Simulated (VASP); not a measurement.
# Si28C29 (a cell with a defect) in VASP: settings compared

The runs below take Si28C29 (a cell with a defect) through relaxation of the atoms, single point, with PBE, HSE06.

All numbers are computed with VASP 6.6.1; they aren't measurements. Logs are shortened: lines on timing, memory, paths and dates and some standing lists are left out, and cuts for length are marked.

## (1) The structure

The cell holds a defect, 57 atoms: a = 8.184 Å, b = 8.184 Å, c = 10.127 Å, α = 90.00°, β = 90.00°, γ = 120.00°.

## (2) Relaxation of the atoms, PBE

INCAR reads:

```
PREC = Normal
ENCUT = 450
EDIFF = 1E-6
ISMEAR = 0
SIGMA = 0.01
LREAL = Auto
LASPH = T
NELM = 80
ALGO = Normal
ISIF = 2
LWAVE = F
LCHARG = F
GGA = PE
IBRION = 2
NSW = 70
EDIFFG = -0.025
ICORELEVEL = 1
ISYM = 0
KPAR = 4
NCORE = 2
```

KPOINTS reads:

```
regular mesh
0
Gamma
  2 2 2
```

POSCAR reads:

```
Si28C29
1.0
    1.5465940000      8.0363460000      0.0000000000
   -7.7329770000     -2.6787820000      0.0000000000
    0.0000000000      0.0000000000     10.1265810000
Si C
28 29
Direct
    0.3333331400      0.6666664300      0.9378460000
    0.1919727700      0.2385938200      0.9359721200
    0.6190474300      0.5238092900      0.9378460000
    0.0491371400      0.8111707100      0.9375190100
    0.4761040900      0.0923179000      0.9370459200
    0.9047617100      0.3809521400      0.9378460000
    0.7619045700      0.9523807100      0.9378460000
    0.5238097100      0.9047621400      0.4378460000
    0.3809525700      0.4761907100      0.4378460000
    0.8095240000      0.7619050000      0.4378460000
    0.2380954300      0.0476192900      0.4378460000
    0.6666668600      0.3333335700      0.4378460000
    0.0952382900      0.6190478600      0.4378460000
    0.9523811400      0.1904764300      0.4378460000
    0.2857142900      0.8571428600      0.6878980000
    0.1428571400      0.4285714300      0.6878980000
    0.5714285700      0.7142857100      0.6878980000
    0.9979896200      0.9916424100      0.6853209500
    0.4285714300      0.2857142900      0.6878980000
    0.8571428600      0.5714285700      0.6878980000
    0.7142857100      0.1428571400      0.6878980000
    0.2857142900      0.8571428600      0.1878980000
    0.1428571400      0.4285714300      0.1878980000
    0.5714285700      0.7142857100      0.1878980000
    0.0000000000      0.0000000000      0.1878980000
    0.4285714300      0.2857142900      0.1878980000
    0.8571428600      0.5714285700      0.1878980000
    0.7142857100      0.1428571400      0.1878980000
    0.3333331400      0.6666664300      0.7498070000
    0.1956319000      0.2459333100      0.7497888300
    0.6190474300      0.5238092900      0.7498070000
    0.0398694500      0.8074009100      0.7508064400
    0.4844941900      0.0940191000      0.7491328400
    0.9047617100      0.3809521400      0.7498070000
    0.7619045700      0.9523807100      0.7498070000
    0.5238097100      0.9047621400      0.2498070000
    0.3809525700      0.4761907100      0.2498070000
    0.8095240000      0.7619050000      0.2498070000
    0.2380954300      0.0476192900      0.2498070000
    0.6666668600      0.3333335700      0.2498070000
    0.0952382900      0.6190478600      0.2498070000
    0.9523811400      0.1904764300      0.2498070000
    0.2857142900      0.8571428600      0.5004470000
    0.1428571400      0.4285714300      0.5004470000
    0.5714285700      0.7142857100      0.5004470000
    0.0000000000      0.0000000000      0.5004470000
    0.4285714300      0.2857142900      0.5004470000
    0.8571428600      0.5714285700      0.5004470000
    0.7142857100      0.1428571400      0.5004470000
    0.2857142900      0.8571428600      0.0004470000
    0.1428571400      0.4285714300      0.0004470000
    0.5714285700      0.7142857100      0.0004470000
    0.0082838200      0.0057998900      0.0054122100
    0.4285714300      0.2857142900      0.0004470000
    0.8571428600      0.5714285700      0.0004470000
    0.7142857100      0.1428571400      0.0004470000
    0.2287106000      0.0560362300      0.8322264700
```

Potentials or basis: VASP PAW PBE potentials, release 64 (Si, C).

On the command line:

```bash
$ cat potpaw_PBE.64/Si/POTCAR potpaw_PBE.64/C/POTCAR > POTCAR
$ mpirun -np 8 vasp_std > vasp.out
```

OUTCAR:

```text
PREC = Normal
   ENCUT = 450
   EDIFF = 1E-6
   ISMEAR = 0
   LREAL = Auto
   LASPH = T
   NELM = 80
   ISIF = 2
   GGA = PE
   IBRION = 2
   NSW = 70
   EDIFFG = -0.025
   ISYM = 0

 ion  position               nearest neighbor table
   1  0.333  0.667  0.938-  51 1.90  50 1.90  52 1.90  29 1.90   5 3.07   4 3.09   2 3.09   3 3.09
                             7 3.09   6 3.09  16 3.10  15 3.10  17 3.10  23 3.10  22 3.10  24 3.10
   2  0.192  0.239  0.936-  53 1.88  30 1.89  54 1.89  51 1.91  57 1.97  19 3.08   3 3.08   4 3.08
                            16 3.08   1 3.09   6 3.10   5 3.10   7 3.10  26 3.11  23 3.12  25 3.12
   3  0.619  0.524  0.938-  54 1.90  52 1.90  55 1.90  31 1.90   2 3.08   6 3.09   1 3.09   7 3.09
                            19 3.10  17 3.10  20 3.10  26 3.10  24 3.10  27 3.10   4 3.11   5 3.12
   4  0.049  0.811  0.938-  50 1.89  32 1.89  55 1.91  53 1.91  57 2.09   5 3.08  18 3.08   2 3.08
                            15 3.09   1 3.09   7 3.09  22 3.10  25 3.10  20 3.10   6 3.10   3 3.11
   5  0.476  0.092  0.937-  50 1.88  56 1.89  33 1.90  54 1.92  57 2.17   1 3.07   7 3.08   4 3.08
                            15 3.08  21 3.09  22 3.10   6 3.10  28 3.10   2 3.10  19 3.10   3 3.12
   6  0.905  0.381  0.938-  56 1.90  55 1.90  51 1.90  34 1.90   3 3.09   7 3.09   1 3.09  21 3.10
                            20 3.10  16 3.10   5 3.10  28 3.10  27 3.10  23 3.10   2 3.10   4 3.10
   7  0.762  0.952  0.938-  52 1.90  56 1.90  35 1.90  53 1.96   5 3.08   3 3.09   6 3.09   1 3.09
                             4 3.09  17 3.10  21 3.10  24 3.10  28 3.10  25 3.10   2 3.10  18 3.12
   8  0.524  0.905  0.438-  49 1.90  45 1.90  43 1.90  36 1.90  11 3.09  10 3.09  12 3.09   9 3.09
                            13 3.09  14 3.09  28 3.10  24 3.10  22 3.10  21 3.10  17 3.10  15 3.10
   9  0.381  0.476  0.438-  45 1.90  47 1.90  44 1.90  37 1.90  13 3.09  12 3.09  11 3.09   8 3.09
                            14 3.09  10 3.09  24 3.10  26 3.10  23 3.10  17 3.10  19 3.10  16 3.10
  10  0.810  0.762  0.438-  46 1.90  48 1.90  45 1.90  38 1.90  18 3.05  13 3.09   8 3.09  12 3.09
                            14 3.09  11 3.09   9 3.09  25 3.10  27 3.10  24 3.10  20 3.10  17 3.10
  11  0.238  0.048  0.438-  47 1.90  43 1.90  46 1.90  39 1.90  18 3.07   8 3.09  14 3.09   9 3.09
                            13 3.09  12 3.09  10 3.09  26 3.10  22 3.10  25 3.10  19 3.10  15 3.10
  12  0.667  0.333  0.438-  48 1.90  49 1.90  47 1.90  40 1.90  14 3.09   9 3.09   8 3.09  10 3.09
                            11 3.09  13 3.09  27 3.10  28 3.10  26 3.10  20 3.10  21 3.10  19 3.10
  13  0.095  0.619  0.438-  43 1.90  44 1.90  48 1.90  41 1.90   9 3.09  10 3.09  14 3.09  11 3.09
                             8 3.09  12 3.09  22 3.10  23 3.10  27 3.10  15 3.10  16 3.10  20 3.10
  14  0.952  0.190  0.438-  44 1.90  46 1.90  49 1.90  42 1.90  12 3.09  11 3.09  13 3.09  10 3.09
                             9 3.09   8 3.09  23 3.10  25 3.10  28 3.10  16 3.10  21 3.10  18 3.11
  15  0.286  0.857  0.688-  29 1.89  43 1.90  33 1.91  32 1.95  57 2.40  18 3.06   5 3.08   4 3.09
                            17 3.09  16 3.09  19 3.09  21 3.09  20 3.09   1 3.10  13 3.10  11 3.10
  16  0.143  0.429  0.688-  30 1.86  29 1.89  34 1.89  44 1.90   2 3.08  20 3.09  19 3.09  15 3.09
                            17 3.09  21 3.09   1 3.10   6 3.10  14 3.10  13 3.10   9 3.10
  17  0.571  0.714  0.688-  35 1.89  31 1.89  29 1.89  45 1.90  18 3.07  15 3.09  20 3.09  19 3.09
                            21 3.09  16 3.09   7 3.10   3 3.10   1 3.10   9 3.10   8 3.10  10 3.10
  18  0.998  0.992  0.685-  32 1.83  46 1.87  35 1.91  30 2.00  57 2.25  20 3.03  10 3.05  15 3.06
                            17 3.07  11 3.07   4 3.08  14 3.11  19 3.12   7 3.12  21 3.13   2 3.14
  19  0.429  0.286  0.688-  30 1.87  31 1.89  47 1.90  33 1.94  57 2.30   2 3.08  21 3.09  16 3.09
                            17 3.09  15 3.09  20 3.09   3 3.10  11 3.10   9 3.10  12 3.10   5 3.10
  20  0.857  0.571  0.688-  32 1.87  34 1.89  31 1.89  48 1.90  18 3.03  16 3.09  17 3.09  21 3.09
                            19 3.09  15 3.09   6 3.10   3 3.10  12 3.10  10 3.10  13 3.10   4 3.10
  21  0.714  0.143  0.688-  33 1.82  34 1.89  35 1.89  49 1.90   5 3.09  19 3.09  20 3.09  17 3.09
[... 559 lines left out ...]
 cond. band min:      10.0817303358   @ k =   0.0000   0.0000   0.5000
 fundamental gap:      0.0223805442
 Fermi energy:        10.0705400636

 k-point     1 :       0.0000    0.0000    0.0000
  band No.  band energies     occupation
      1      -8.3781      2.00000
      2      -6.9414      2.00000
      3      -6.1287      2.00000
      4      -5.8099      2.00000
      5      -5.1250      2.00000
      6      -5.0539      2.00000
[... 1021 lines left out ...]
    125      12.1933      0.00000
    126      12.3654      0.00000
 [bands above 126 left out]

[... ionic steps 4 to 65 ...]

--------------------------------------- Ionic step       66  -------------------------------------------

 number of electron     228.0000042 magnetization

------------------------ aborting loop because EDIFF is reached ----------------------------------------
[... 177 lines left out ...]
--------------------------------------- Ionic step       68  -------------------------------------------

 number of electron     228.0000042 magnetization

 Free energy of the ion-electron system (eV)
  ---------------------------------------------------
  ext. energy  EPLUGINS =         0.00000000
  ---------------------------------------------------
  free energy    TOTEN  =      -424.45609891 eV

  energy without entropy =     -424.45609891  energy(sigma->0) =     -424.45609891

 the core state eigenenergies are
   1-  1s  -1771.3388  2s   -125.1455  2p    -81.1807
   2-  1s  -1771.4291  2s   -125.1734  2p    -81.2121
   3-  1s  -1771.3141  2s   -125.1459  2p    -81.1793
   4-  1s  -1771.3124  2s   -125.1210  2p    -81.1560
   5-  1s  -1771.2975  2s   -125.1303  2p    -81.1637
   6-  1s  -1771.2960  2s   -125.1313  2p    -81.1645
[... 49 lines left out ...]
  56-  1s   -255.4946
  57-  1s   -255.8817

 E-fermi :   9.3932     XC(G=0): -11.3562

 val. band max:        9.3461988832   @ k =   0.0000   0.0000   0.5000
 cond. band min:       9.4402180549   @ k =   0.5000   0.0000   0.0000
 fundamental gap:      0.0940191717
 Fermi energy:         9.3932174758

 k-point     1 :       0.0000    0.0000    0.0000
  band No.  band energies     occupation
      1      -7.9721      2.00000
      2      -6.9608      2.00000
      3      -6.1287      2.00000
      4      -5.9075      2.00000
      5      -5.1000      2.00000
      6      -5.0935      2.00000
[... 1021 lines left out ...]
    125      12.2847      0.00000
    126      12.3634      0.00000
 [bands above 126 left out]

------------------------ aborting loop because EDIFF is reached ----------------------------------------

  FORCE on cell =-STRESS in cart. coord.  units (eV):
  Direction    XX          YY          ZZ          XY          YZ          ZX
  --------------------------------------------------------------------------------------
  -------------------------------------------------------------------------------------
  Total       24.1345357     10.5767231      9.2952192     -0.2628464      0.9930572      0.0295643
  in kB       65.8331354     28.8507246     25.3550941     -0.7169811      2.7088181      0.0806442
  external PRESSURE =      40.0129847 kB  Pullay stress =       0.0000000 kB
[... 72 lines left out ...]
  FREE ENERGIE OF THE ION-ELECTRON SYSTEM (eV)
  ---------------------------------------------------
  free  energy   TOTEN  =      -424.4560989076 eV

  energy  without entropy=     -424.4560989076  energy(sigma->0) =     -424.45609891

 reached required accuracy - stopping structural energy minimisation
```

It took 45 min on 8 MPI ranks of Intel Xeon Platinum 8488C (Sapphire Rapids), shared host; peak memory 0.37 GiB.

Results:

| Item | Value |
| --- | --- |
| Free energy | -424.4561 eV |
| Energy gained by relaxing | 66.7 meV/atom |
| Ionic steps | 68 |
| Largest force after relaxing | 0.023 eV/Å |
| Band gap on the k mesh | 0.09 eV, indirect (least direct gap 0.46 eV) |

Forces on the atoms (eV/Å):
```
Si   0.002  0.006 -0.003
Si   0.002 -0.001  0.008
Si   0.000 -0.005  0.004
Si   0.004  0.001  0.002
Si   0.005  0.002  0.005
Si  -0.001 -0.002 -0.004
Si   0.003 -0.005 -0.001
Si   0.000  0.001 -0.004
Si  -0.003  0.000  0.005
Si   0.001 -0.007 -0.001
Si   0.003  0.007 -0.003
Si  -0.002  0.008 -0.004
Si  -0.002  0.000 -0.003
Si  -0.005  0.000  0.005
Si   0.002  0.003 -0.002
Si  -0.007 -0.010  0.000
Si   0.000 -0.004 -0.002
Si  -0.010  0.010  0.009
Si   0.006 -0.001  0.001
Si   0.001 -0.002  0.004
Si   0.002 -0.005 -0.001
Si  -0.001  0.005 -0.002
Si   0.004  0.006  0.007
Si   0.001  0.002  0.000
Si  -0.002  0.002 -0.005
Si  -0.001  0.001 -0.004
Si  -0.003 -0.007  0.000
Si   0.001  0.000 -0.006
C   -0.006 -0.003 -0.002
C   -0.019 -0.013  0.004
C    0.003 -0.004  0.002
C   -0.003 -0.004 -0.003
C    0.005  0.004  0.002
C    0.002 -0.004 -0.005
C    0.001 -0.002 -0.002
C    0.002  0.006  0.000
C   -0.004  0.007  0.008
C   -0.002 -0.003  0.002
C   -0.001  0.001 -0.002
C    0.000  0.001  0.001
C   -0.002  0.000 -0.003
C    0.005  0.002  0.001
C    0.004  0.003  0.002
C   -0.006  0.001  0.003
C   -0.002  0.004  0.001
C    0.000 -0.001 -0.006
C   -0.003  0.005  0.004
C   -0.005 -0.001  0.001
C    0.004 -0.002  0.003
C    0.002  0.003 -0.002
C    0.001 -0.001 -0.003
C    0.005 -0.001  0.005
C    0.005  0.001 -0.003
C    0.002  0.001 -0.003
C    0.000 -0.003  0.001
C    0.002  0.005 -0.001
C    0.009 -0.008 -0.013
```

The path:
| step | energy change (eV) | largest force (eV/Å) | pressure (GPa) |
| --- | --- | --- | --- |
| 1 | 0.0000 | 3.0964 | 2.83 |
| 3 | -1.0289 | 2.5030 | 2.33 |
| 5 | -1.4544 | 1.8195 | 2.37 |
| 7 | -1.7240 | 1.0067 | 2.28 |
| 9 | -1.8590 | 1.2120 | 2.48 |
| 11 | -2.1175 | 4.6828 | 3.56 |
| 13 | -2.1554 | 3.7960 | 3.41 |
| 15 | -2.4052 | 3.7510 | 3.88 |
| 17 | -2.4601 | 3.5124 | 4.11 |
| 19 | -2.8288 | 2.2223 | 4.06 |
| 21 | -3.2331 | 0.7950 | 4.13 |
| 23 | -3.2668 | 1.0864 | 4.20 |
| 25 | -3.4678 | 0.9951 | 4.10 |
| 27 | -3.5475 | 0.6918 | 4.16 |
| 29 | -3.6182 | 0.8568 | 4.18 |
| 31 | -3.6689 | 0.4513 | 4.13 |
| 33 | -3.7117 | 0.3938 | 4.17 |
| 35 | -3.7524 | 0.2429 | 4.13 |
| 37 | -3.7707 | 0.2131 | 4.10 |
| 39 | -3.7772 | 0.4067 | 4.07 |
| 41 | -3.7816 | 0.1645 | 4.10 |
| 43 | -3.7851 | 0.1002 | 4.07 |
| 45 | -3.7876 | 0.1590 | 4.08 |
| 47 | -3.7898 | 0.2632 | 4.05 |
| 49 | -3.7920 | 0.0956 | 4.05 |
| 51 | -3.7927 | 0.1612 | 4.05 |
| 53 | -3.7959 | 0.0757 | 4.02 |
| 55 | -3.7964 | 0.0800 | 4.02 |
| 57 | -3.7999 | 0.1477 | 4.02 |
| 59 | -3.8014 | 0.1822 | 4.00 |
| 61 | -3.8025 | 0.0628 | 4.00 |
| 63 | -3.8033 | 0.0714 | 4.01 |
| 65 | -3.8036 | 0.0896 | 4.00 |
| 67 | -3.8038 | 0.0265 | 4.00 |
| 68 | -3.8039 | 0.0231 | 4.00 |

Final structure:
```xyz
57
Lattice="1.5466 8.0363 0.0000 -7.7330 -2.6788 0.0000 0.0000 0.0000 10.1266" Properties=species:S:1:pos:R:3 pbc="T T T"
Si   -4.6095    0.8911    9.4945
Si   -1.5209    0.9924    9.5940
Si   -3.0705    3.5820    9.5141
Si   -6.1686   -1.7772    9.4959
Si    0.0221    3.5805    9.5127
Si   -1.5143    6.2662    9.5181
Si   -6.1559    3.5902    9.5198
Si   -6.1600    1.7870    4.4339
Si   -3.0772    1.7852    4.4414
Si   -4.5905    4.4521    4.4168
Si    0.0266    1.7852    4.4366
Si   -1.5097    4.4741    4.4410
Si   -4.6381   -0.8999    4.4153
Si    0.0270    7.1437    4.4465
Si   -6.2361    0.0077    6.9686
Si   -3.3133   -0.0390    6.9049
Si   -4.6230    2.6700    6.9756
Si   -5.9086    5.3165    6.9032
Si   -1.5427    2.8261    6.9739
Si   -3.0033    5.3828    6.9580
Si    0.0555    5.4206    6.9680
Si   -6.1705    0.0000    1.8994
Si   -3.0735   -0.0070    1.9255
Si   -4.6083    2.6741    1.8999
Si   -6.1548    5.3513    1.9262
Si   -1.5222    2.6991    1.9353
Si   -3.0640    5.3602    1.8993
Si    0.0317    5.3656    1.9082
C    -4.7651    0.9001    7.5916
C    -2.2010    1.0611    7.8053
C    -3.0994    3.6174    7.6033
C    -6.0173   -1.7649    7.5885
C    -0.0005    3.6418    7.6058
C    -1.4869    6.2735    7.6032
C    -6.1297    3.5952    7.6082
C    -6.1578    1.7866    2.5323
C    -3.0655    1.7867    2.5455
C    -4.5984    4.4564    2.5311
C     0.0195    1.7874    2.5436
C    -1.5132    4.4784    2.5520
C    -4.6313   -0.8952    2.5315
C     0.0266    7.1458    2.5521
C    -6.1781    0.0019    5.0701
C    -3.0927   -0.0072    5.0458
C    -4.6144    2.6775    5.0771
C    -6.1340    5.3504    5.0447
C    -1.5250    2.6679    5.0964
C    -3.0537    5.3578    5.0654
C     0.0352    5.3669    5.0782
C    -6.1680    0.0049    0.0058
C    -3.0682   -0.0070    0.0464
C    -4.6104    2.6768    0.0035
C    -6.1581    5.3520    0.0473
C    -1.5238    2.7474    0.0647
C    -3.0685    5.3702    0.0085
C     0.0334    5.3684    0.0089
C    -0.8381    1.0527    7.8055
```

Levels at points of the mesh, in eV from the valence-band top:
```csv
k point,band 110,band 111,band 112,band 113,band 114,band 115,band 116,band 117,band 118,band 119
"(0.00, 0.00, 0.00)",-1.80,-1.37,-1.27,-1.25,-0.14,0.76,2.10,2.13,2.18,2.28
"(0.50, 0.00, 0.00)",-1.82,-1.77,-1.71,-1.53,-0.37,0.09,1.24,1.34,2.06,2.14
"(0.00, 0.50, 0.00)",-1.84,-1.79,-1.68,-1.61,-0.32,0.17,1.26,1.52,2.04,2.20
"(0.50, 0.50, 0.00)",-1.85,-1.78,-1.74,-1.67,-0.22,0.52,0.98,1.48,2.03,2.14
"(0.00, 0.00, 0.50)",-1.55,-1.54,-1.42,-1.39,0.00,0.82,2.32,2.42,2.48,2.65
"(0.50, 0.00, 0.50)",-2.08,-1.98,-1.92,-1.69,-0.28,0.29,1.38,1.56,2.12,2.14
"(0.00, 0.50, 0.50)",-2.03,-1.99,-1.96,-1.75,-0.20,0.34,1.42,1.74,2.02,2.22
"(0.50, 0.50, 0.50)",-2.10,-1.96,-1.94,-1.93,-0.20,0.59,1.38,1.74,2.02,2.14
```

Core levels (eV, on the scale of the bands):
```tsv
atom	levels
1 Si	1s -1771.3, 2s -125.1, 2p -81.2
2 Si	1s -1771.4, 2s -125.2, 2p -81.2
3 Si	1s -1771.3, 2s -125.1, 2p -81.2
4 Si	1s -1771.3, 2s -125.1, 2p -81.2
5 Si	1s -1771.3, 2s -125.1, 2p -81.2
6 Si	1s -1771.3, 2s -125.1, 2p -81.2
```

Caveat: the k mesh is coarse (spacing up to 0.44 Å⁻¹), so the values aren't converged; the cutoff is under 1.25 times the usual one of these potentials, so pressure, stress and relaxed cells hold a basis-set (Pulay) error.

(Continued in part 2 of 2.)
